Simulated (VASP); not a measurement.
# K (Im-3m) in VASP: further runs, part 2 of 2

VASP 6.6.1. The steps go on from the part before.

**4. Relaxation of cell and atoms, PBE+D3(BJ)**

File INCAR:

```
SYSTEM = K
ALGO = Normal
EDIFF = 1E-6
EDIFFG = -0.01
ENCUT = 600
GGA = PE
IBRION = 2
ISIF = 3
ISMEAR = 1
IVDW = 12
LASPH = .TRUE.
LCHARG = .FALSE.
LREAL = .FALSE.
LWAVE = .FALSE.
NELM = 80
NSW = 90
PREC = Accurate
SIGMA = 0.1
```

File KPOINTS:

```
k-points
0
G
  12 12 12
  0 0 0
```

File POSCAR:

```
K
1.0
   -2.6125000000      2.6125000000      2.6125000000
    2.6125000000     -2.6125000000      2.6125000000
    2.6125000000      2.6125000000     -2.6125000000
K
1
Direct
    0.0000000000      0.0000000000      0.0000000000
```

Potentials or basis: VASP PAW PBE potentials, release 64 (K_sv).

Started as:

```
cat potpaw_PBE.64/K_sv/POTCAR > POTCAR
mpirun -np 1 vasp_std > vasp.out
```

OUTCAR:

```text
SYSTEM = K
   EDIFF = 1E-6
   EDIFFG = -0.01
   ENCUT = 600
   GGA = PE
   IBRION = 2
   ISIF = 3
   ISMEAR = 1
   IVDW = 12
   LASPH = .TRUE.
   LREAL = .FALSE.
   NELM = 80
   NSW = 90
   PREC = Accurate
 IVDW          = 12

 ion  position               nearest neighbor table
   1  0.000  0.000  0.000-

  LATTYP: Found a body centered cubic cell.
 ALAT       =     5.2250000000

  Lattice vectors:

 A1 = (  -2.6125000000,   2.6125000000,   2.6125000000)
 A2 = (   2.6125000000,  -2.6125000000,   2.6125000000)
 A3 = (   2.6125000000,   2.6125000000,  -2.6125000000)

Analysis of symmetry for initial positions (statically):
[... 256 lines left out ...]
 cond. band min:       0.0325357253   @ k =   0.3333   0.1667   0.0000
 fundamental gap:      0.0667146844
 Fermi energy:        -0.0174315064

 k-point     1 :       0.0000    0.0000    0.0000
  band No.  band energies     occupation
      1     -32.1033      2.00000
      2     -15.5491      2.00000
      3     -15.5491      2.00000
      4     -15.5491      2.00000
      5      -2.2334      2.00000
      6       4.3440      0.00000
      7       4.3440      0.00000
      8       4.3440      0.00000
[... 330 lines left out ...]
--------------------------------------- Ionic step        5  -------------------------------------------

 number of electron       8.9999998 magnetization

 Free energy of the ion-electron system (eV)
  ---------------------------------------------------
  ext. energy  EPLUGINS =         0.00000000
  ---------------------------------------------------
  free energy    TOTEN  =        -1.04197584 eV

  energy without entropy =       -1.04107957  energy(sigma->0) =       -1.04167708

 E-fermi :   0.0129     XC(G=0):  -5.8117

 val. band max:       -0.0036763754   @ k =   0.2500   0.2500   0.0000
 cond. band min:       0.0632066460   @ k =   0.3333   0.1667   0.0000
 fundamental gap:      0.0668830214
 Fermi energy:         0.0129120945

 k-point     1 :       0.0000    0.0000    0.0000
  band No.  band energies     occupation
      1     -32.0658      2.00000
      2     -15.5105      2.00000
      3     -15.5105      2.00000
      4     -15.5105      2.00000
      5      -2.2219      2.00000
      6       4.3864      0.00000
      7       4.3864      0.00000
      8       4.3864      0.00000
[... 285 lines left out ...]
  FREE ENERGIE OF THE ION-ELECTRON SYSTEM (eV)
  ---------------------------------------------------
  free  energy   TOTEN  =        -1.1632518300 eV

  energy  without entropy=       -1.1623555652  energy(sigma->0) =       -1.16295308

 reached required accuracy - stopping structural energy minimisation
```

CONTCAR:

```text
K
   1.00000000000000
    -2.5824837595674710    2.5824837595674710    2.5824837595674710
     2.5824837595674710   -2.5824837595674710    2.5824837595674710
     2.5824837595674710    2.5824837595674710   -2.5824837595674710
  K
     1
Direct
     0.0000000000000000    0.0000000000000000    0.0000000000000000

  0.00000000E+00  0.00000000E+00  0.00000000E+00
```

Wall time 2.1 min (1 thread of Intel Xeon Platinum 8488C (Sapphire Rapids), shared host); peak memory 0.24 GiB.

What came out:

| Item | Value |
| --- | --- |
| Free energy | -1.1633 eV |
| Relaxed volume | 68.89 Å³/atom |
| Relaxed cell | a = 4.473 Å, b = 4.473 Å, c = 4.473 Å, α = 109.47°, β = 109.47°, γ = 109.47° |
| Space group after relaxing (to 0.05 Å) | Im-3m (No. 229) |
| Energy gained by relaxing | 1.1 meV/atom |
| Ionic steps | 5 |
| Pressure after relaxing | 0.0 GPa |
| Band gap on the k mesh | none (metal or under the smearing width) |
| Dispersion energy per atom | -0.121 eV |

The path:
| step | energy change (eV) | largest force (eV/Å) | pressure (GPa) | volume (Å³) |
| --- | --- | --- | --- | --- |
| 1 | 0.0000 | 0.0000 | -0.14 | 71.32 |
| 2 | -0.0005 | 0.0000 | -0.11 | 70.69 |
| 3 | -0.0010 | 0.0000 | -0.05 | 69.79 |
| 4 | -0.0010 | 0.0000 | 0.06 | 68.00 |
| 5 | -0.0011 | 0.0000 | -0.01 | 68.89 |

Final structure:
```
CELL_PARAMETERS angstrom
-2.58248 2.58248 2.58248
2.58248 -2.58248 2.58248
2.58248 2.58248 -2.58248
ATOMIC_POSITIONS crystal
K 0.00000 0.00000 0.00000
```

Levels at points of the mesh, in eV from the Fermi level:
```
           k point  band 1  band 2  band 3  band 4  band 5  band 6  band 7  band 8
(0.00, 0.00, 0.00)  -32.08  -15.52  -15.52  -15.52   -2.23    4.37    4.37    4.37
(0.50, 0.00, 0.00)  -32.07  -15.61  -15.55  -15.52    0.46    0.74    3.20    5.02
(0.50, 0.50, 0.50)  -32.07  -15.58  -15.58  -15.58    1.65    1.65    3.67    3.67
```

Caveat: pairwise dispersion overbinds metals, which lowers pressure and volume.

**5. Relaxation of cell and atoms, PBE+D3(BJ)**

This run uses another cell than the first one, of 68.89 Å³/atom, 0.966 times its volume.

Changes to INCAR since step 4:

```diff
@@ -2,4 +2,4 @@
 ALGO = Normal
-EDIFF = 1E-6
-EDIFFG = -0.01
+EDIFF = 1E-7
+EDIFFG = -0.005
 ENCUT = 600
```

KPOINTS is that of step 4.

File POSCAR:

```
K                                       
1.0
   -2.5824837596      2.5824837596      2.5824837596
    2.5824837596     -2.5824837596      2.5824837596
    2.5824837596      2.5824837596     -2.5824837596
  K             
     1
Direct
     0.0000000000000000    0.0000000000000000    0.0000000000000000
```

Started as:

```
cat potpaw_PBE.64/K_sv/POTCAR > POTCAR
mpirun -np 1 vasp_std > vasp.out
```

It took 33 s on 1 thread of Intel Xeon Platinum 8488C (Sapphire Rapids), shared host; peak memory 0.23 GiB.

The run converged. Its results:

```
Free energy                : -1.1632 eV
Pressure after relaxing    : 0.0 GPa
Band gap on the k mesh     : none (metal or under the smearing width)
Dispersion energy per atom : -0.121 eV
```

Final structure:
```
K
1.0
    -2.58248    2.58248    2.58248
     2.58248   -2.58248    2.58248
     2.58248    2.58248   -2.58248
K
1
Direct
  0.00000 0.00000 0.00000
```

Levels at points of the mesh, in eV from the Fermi level:
```csv
k point,band 1,band 2,band 3,band 4,band 5,band 6,band 7,band 8
"(0.00, 0.00, 0.00)",-32.08,-15.52,-15.52,-15.52,-2.23,4.37,4.37,4.37
"(0.50, 0.00, 0.00)",-32.07,-15.61,-15.55,-15.52,0.46,0.74,3.20,5.02
"(0.50, 0.50, 0.50)",-32.07,-15.58,-15.58,-15.58,1.65,1.65,3.67,3.67
```

Caveat: the relaxation stopped at its first step, so nothing moved; pairwise dispersion overbinds metals, which lowers pressure and volume.

**6. Relaxation of cell and atoms, r2SCAN**

File INCAR:

```
ALGO = Normal
EDIFF = 1E-6
EDIFFG = -0.01
ENCUT = 600
IBRION = 2
ISIF = 3
ISMEAR = 1
LASPH = T
LCHARG = F
LMIXTAU = T
LREAL = F
LWAVE = F
METAGGA = R2SCAN
NELM = 80
NSW = 90
PREC = Accurate
SIGMA = 0.1
```

File KPOINTS:

```
k-points
0
Gamma
  12 12 12
```

File POSCAR:

```
K
1.0
   -2.6125000000      2.6125000000      2.6125000000
    2.6125000000     -2.6125000000      2.6125000000
    2.6125000000      2.6125000000     -2.6125000000
K
1
Direct
    0.0000000000      0.0000000000      0.0000000000
```

Potentials or basis: VASP PAW PBE potentials, release 64 (K_sv).

Started as:

```
cat potpaw_PBE.64/K_sv/POTCAR > POTCAR
mpirun -np 1 vasp_std > vasp.out
```

OUTCAR:

```text
EDIFF = 1E-6
   EDIFFG = -0.01
   ENCUT = 600
   IBRION = 2
   ISIF = 3
   ISMEAR = 1
   LASPH = T
   LREAL = F
   METAGGA = R2SCAN
   NELM = 80
   NSW = 90
   PREC = Accurate

 ion  position               nearest neighbor table
   1  0.000  0.000  0.000-

  LATTYP: Found a body centered cubic cell.
 ALAT       =     5.2250000000

  Lattice vectors:

 A1 = (  -2.6125000000,   2.6125000000,   2.6125000000)
 A2 = (   2.6125000000,  -2.6125000000,   2.6125000000)
 A3 = (   2.6125000000,   2.6125000000,  -2.6125000000)

Analysis of symmetry for initial positions (statically):
=====================================================================
 Subroutine PRICEL returns:
 Original cell was already a primitive cell.

 Routine SETGRP: Setting up the symmetry group for a
 body centered cubic supercell.

 Subroutine GETGRP returns: Found 48 space group operations
 (whereof 48 operations were pure point group operations)
 out of a pool of 48 trial point group operations.

The static configuration has the point symmetry O_h .

Analysis of symmetry for dynamics (positions and initial velocities):
=====================================================================
 Subroutine PRICEL returns:
[... 165 lines left out ...]
  Total        0.1173228      0.1173228      0.1173228      0.0000000      0.0000000     -0.0000000
  in kB        2.6355073      2.6355073      2.6355073      0.0000000      0.0000000     -0.0000000
  external PRESSURE =       2.6355073 kB  Pullay stress =       0.0000000 kB
[... 92 lines left out ...]
--------------------------------------- Ionic step        4  -------------------------------------------

 number of electron       9.0000000 magnetization

 Free energy of the ion-electron system (eV)
  ---------------------------------------------------
  ext. energy  EPLUGINS =         0.00000000
  ---------------------------------------------------
  free energy    TOTEN  =        -6.01129875 eV

  energy without entropy =       -6.01041354  energy(sigma->0) =       -6.01100368

 E-fermi :  -0.1666     XC(G=0):  -5.8138

 val. band max:       -0.1862967793   @ k =   0.2500   0.2500   0.0000
 cond. band min:      -0.1135570237   @ k =   0.3333   0.1667   0.0000
 fundamental gap:      0.0727397557
 Fermi energy:        -0.1666425550

 k-point     1 :       0.0000    0.0000    0.0000
  band No.  band energies     occupation
      1     -33.8249      2.00000
      2     -16.4989      2.00000
      3     -16.4989      2.00000
      4     -16.4989      2.00000
      5      -2.3956      2.00000
      6       4.5708      0.00000
      7       4.5708      0.00000
      8       4.5708      0.00000
[... 243 lines left out ...]
 k-point    24 :       0.4167    0.0833    0.0833
  band No.  band energies     occupation
      1     -33.8212      2.00000
      2     -16.5554      2.00000
      3     -16.5215      2.00000
      4     -16.5027      2.00000
      5       0.5762     -0.00000
      6       0.5981     -0.00000
      7       2.8733      0.00000
      8       4.9337      0.00000

 [... further k-points ...]
[... 5 lines left out ...]
  --------------------------------------------------------------------------------------
  -------------------------------------------------------------------------------------
  Total       -0.0004421     -0.0004421     -0.0004421      0.0000000      0.0000000      0.0000000
  in kB       -0.0092771     -0.0092771     -0.0092771      0.0000000      0.0000000      0.0000000
  external PRESSURE =      -0.0092771 kB  Pullay stress =       0.0000000 kB
[... 16 lines left out ...]
  FREE ENERGIE OF THE ION-ELECTRON SYSTEM (eV)
  ---------------------------------------------------
  free  energy   TOTEN  =        -6.0112987461 eV

  energy  without entropy=       -6.0104135440  energy(sigma->0) =       -6.01100368

 reached required accuracy - stopping structural energy minimisation
```

It took 5.1 min on 1 thread of Intel Xeon 6975P-C (Granite Rapids), shared host; peak memory 0.25 GiB.

What came out:

| Property | Result |
| --- | --- |
| Free energy | -6.0113 eV |
| Relaxed volume | 76.35 Å³/atom |
| Relaxed cell | a = 4.629 Å, b = 4.629 Å, c = 4.629 Å, α = 109.47°, β = 109.47°, γ = 109.47° |
| Space group after relaxing (to 0.05 Å) | Im-3m (No. 229) |
| Energy gained by relaxing | 4.0 meV/atom |
| Ionic steps | 4 |
| Pressure after relaxing | 0.0 GPa |
| Band gap on the k mesh | none (metal or under the smearing width) |

Step by step:
```tsv
step	energy change (eV)	largest force (eV/Å)	pressure (GPa)	volume (Å³)
1	0.0000	0.0000	0.26	71.32
2	-0.0018	0.0000	0.20	72.54
3	-0.0040	0.0000	0.02	75.85
4	-0.0040	0.0000	0.00	76.35
```

Final structure:
```yaml
crystal:
  lattice:
    - [-2.67243, 2.67243, 2.67243]
    - [2.67243, -2.67243, 2.67243]
    - [2.67243, 2.67243, -2.67243]
  atoms:
    - { symbol: K, position: [0.00000, 0.00000, 0.00000] }
```

Caveat: the PAW data sets were made with another functional, which shifts forces and pressure a little. Zero-point motion and thermal expansion aren't in these numbers.

**7. Overview**

```csv
level,potentials or basis,gap on the mesh (eV),pressure (GPa)
LDA,"VASP PAW LDA potentials, release 64 (K_sv)",none,0.0
PBE+D3(BJ),"VASP PAW PBE potentials, release 64 (K_sv)",none,0.0
r2SCAN,"VASP PAW PBE potentials, release 64 (K_sv)",none,0.0
```

Alike in all rows: task relaxation of cell and atoms; no spin polarisation; cell relaxed; k mesh 12 × 12 × 12; cutoff (eV) 600; smearing methfessel-paxton 0.1 eV.

Caveats: the relaxation stopped at its first step, so nothing moved (some runs); pairwise dispersion overbinds metals, which lowers pressure and volume (some runs); the PAW data sets were made with another functional, which shifts forces and pressure a little (some runs).

Total energies depend on the potentials used, so only differences within one code and one set of settings carry meaning.
